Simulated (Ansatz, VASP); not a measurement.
# C: VASP beside Ansatz

```xyz
2
Lattice="0.0000 1.7801 1.7093 1.7801 0.0000 1.7093 1.7801 1.7801 0.0000" Properties=species:S:1:pos:R:3 pbc="T T T"
C     0.0000    0.0000    0.0000
C     0.8901    0.8901    0.8546
```

Change from the starting cell: uniaxial_z strain -4.0%.

Alike in both runs: task single point; functional PBE; k mesh 12 × 12 × 12; occupations fermi-dirac, width 0.02 eV; no spin polarisation.

|  | VASP | Ansatz |
| --- | --- | --- |
| version | VASP 6.6.1 | Ansatz 0.2.0 |
| potentials or method | VASP PAW PBE potentials, release 64 (C) | plane waves, PAW |
| plane-wave cutoff (eV) | 520 | 420 |
| valence electrons in the cell | 8 | 8 |

```csv
,VASP,Ansatz,Ansatz less VASP
gap on the k mesh at the Fermi level (eV),3.22,3.22,+0.007
pressure (GPa),24.7,23.8,-0.87
largest component of the traceless stress (GPa),25.30,25.33,+0.030
```

The functional is the same, so the differences come from potentials, cutoffs and numerics.

Caveats: so large a pressure means that the cell lies far from this level's equilibrium, or that cutoff or potentials fall short (VASP).
